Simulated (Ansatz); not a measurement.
**MoS2: response to strain**

MoS2 is deformed so: equal xy, yz and zx engineering shear strains of +1 %. What stress and forces result, by LAPW, PAW and all-electron datasets made for the crystal?

Computed with Ansatz 0.2.0 (DFT PBE, scalar-relativistic, unless a step's input says otherwise).

## 1. The structure to begin with

It takes space group P6_3/mmc (No. 194, hexagonal). Conventional cell: a = 3.161 Å, b = 3.161 Å, c = 12.295 Å, α = 90.00°, β = 90.00°, γ = 120.00°. Around Mo (site symmetry -6m2) lie 6 S at 2.37 Å. S (site symmetry 3m) is surrounded by 3 Mo at 2.37 Å.

Coordinates:

```cif
data_structure
_symmetry_space_group_name_H-M 'P6_3/mmc'
_symmetry_Int_Tables_number 194
_cell_length_a 3.1610
_cell_length_b 3.1610
_cell_length_c 12.2950
_cell_angle_alpha 90.000
_cell_angle_beta 90.000
_cell_angle_gamma 120.000
_cell_volume 106.39
loop_
_atom_site_label
_atom_site_type_symbol
_atom_site_symmetry_multiplicity
_atom_site_Wyckoff_symbol
_atom_site_fract_x
_atom_site_fract_y
_atom_site_fract_z
_atom_site_occupancy
Mo1 Mo 2 c 0.33333 0.66667 0.25000 1
S1 S 4 f 0.33333 0.66667 0.62750 1
```

The file gives the conventional cell by its symmetry; the runs use the cell typed in the input.

Atoms are numbered in the order of the input: Mo1, Mo2, S3, S4, S5, S6.

## 2. After the deformation

Space group P6_3/mmc before, P-1 after.

## 3. LAPW, all electrons

Contents of input.yaml:

```yaml
crystal:
  lattice:
    - [3.1610016016, 0.015805008, 0.015805008]
    - [-1.5668132624, 2.7296051844, 0.0057850344]
    - [0.061475, 0.061475, 12.295]
  atoms:
    - { symbol: Mo, position: [0.3333333333, 0.6666666667, 0.25] }
    - { symbol: Mo, position: [0.6666666667, 0.3333333333, 0.75] }
    - { symbol: S, position: [0.3333333333, 0.6666666667, 0.6275] }
    - { symbol: S, position: [0.6666666667, 0.3333333333, 0.1275] }
    - { symbol: S, position: [0.3333333333, 0.6666666667, 0.8725] }
    - { symbol: S, position: [0.6666666667, 0.3333333333, 0.3725] }
kpoints:
  mp_grid: { grid: [10, 10, 3] }
  band_path:
    path:
      - [0.0, 0.0, 0.0]
      - [0.0, -0.5, 0.0]
      - [0.0, 0.0, 0.5]
      - [0.0, 0.0, 0.0]
      - [-0.5, 0.0, 0.0]
      - [-0.5, 0.5, -0.5]
      - [0.0, 0.0, 0.0]
      - [-0.5, 0.0, -0.5]
      - [-0.5, 0.5, 0.0]
    npoints: 5
scf:
  occupations: { method: fermi_dirac, width: 0.03 }
hamiltonian:
  xc: pbe
  pseudopotentials: { kind: all_electron, lapw: { basis_error: 0.001 } }
output:
  forces: true
  stress: true
  eigenvalues: true
```

Launch:

```
> ansatz run input.yaml --threads 2 --pin off --max-ram 6144MiB --backend cpu --events-out ev --progress --plain --runs-dir out
```

## 4. Frozen-core PAW

input.yaml: that of step 3 with these lines changed.

```diff
@@ -14,14 +14,2 @@
   mp_grid: { grid: [10, 10, 3] }
-  band_path:
-    path:
-      - [0.0, 0.0, 0.0]
-      - [0.0, -0.5, 0.0]
-      - [0.0, 0.0, 0.5]
-      - [0.0, 0.0, 0.0]
-      - [-0.5, 0.0, 0.0]
-      - [-0.5, 0.5, -0.5]
-      - [0.0, 0.0, 0.0]
-      - [-0.5, 0.0, -0.5]
-      - [-0.5, 0.5, 0.0]
-    npoints: 5
 scf:
@@ -30,3 +18,3 @@
   xc: pbe
-  pseudopotentials: { kind: all_electron, lapw: { basis_error: 0.001 } }
+  pseudopotentials: { kind: paw }
 output:
@@ -35 +23,6 @@
   eigenvalues: true
+  efg: { contact_densities: true }
+  write_density: true
+  write_potential: true
+  elf: true
+  volumetric_format: npy
```

## 5. All-electron PAW on datasets made for the crystal

input.yaml: that of step 4 with these lines changed.

```diff
@@ -18,3 +18,3 @@
   xc: pbe
-  pseudopotentials: { kind: paw }
+  pseudopotentials: { kind: all_electron, datasets: crystal }
 output:
@@ -24,5 +24 @@
   efg: { contact_densities: true }
-  write_density: true
-  write_potential: true
-  elf: true
-  volumetric_format: npy
```

(Steps that only read results are left out.)

Q: Predict the outcome of this session. Wanted: pressure; largest shear or deviatoric stress.

As calculated:

```
                                 quantity                                           value
                                 pressure  LAPW 8.96, PAW 8.94, crystal datasets 8.96 GPa
largest shear or deviatoric stress (LAPW)                                        4.43 GPa
```

**Reading.** The largest part of the stress beyond the pressure is 4.43 GPa in size, in the zz component; the atoms are carried along and not relaxed. No run of the undeformed cell stands beside it, so the pressure holds what the given cell had before the change. PAW: stress within 0.02 GPa of LAPW, forces within 1 meV/Å. Crystal datasets: stress within 0.01 GPa of LAPW, forces within 1 meV/Å.
